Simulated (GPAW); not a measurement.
Crystal: Hg.

```
Hg
1.0
    -2.03127    2.24072    1.94271
     1.97851   -2.07028    1.68639
     1.99615    2.03516   -1.74698
Hg
1
Cartesian
  0.0000 0.0000 0.0000
```

The cell isn't the ideal one: cell sheared at random, sigma 0.06, atoms nudged by 0.01 Å.

Base run:

```yaml
Program: GPAW 26.7.0
Functional: PBE
Potentials_or_basis: GPAW PAW data sets (gpaw-data 1.2.1)
Cutoff: 600 eV
Basis: pw
k_mesh: 9 × 10 × 9
Occupations: fermi-dirac, width 0.05 eV
Spin: no spin polarisation
```

Its results: pressure -0.5 GPa.

Problem. The run is repeated on the same cell with these changes: functional from PBE to PBEsol; potentials or basis from GPAW PAW data sets (gpaw-data 1.2.1) to PAW data sets generated in the run's folder for this functional. What comes out?

Solution. Pressure -3.4 GPa.
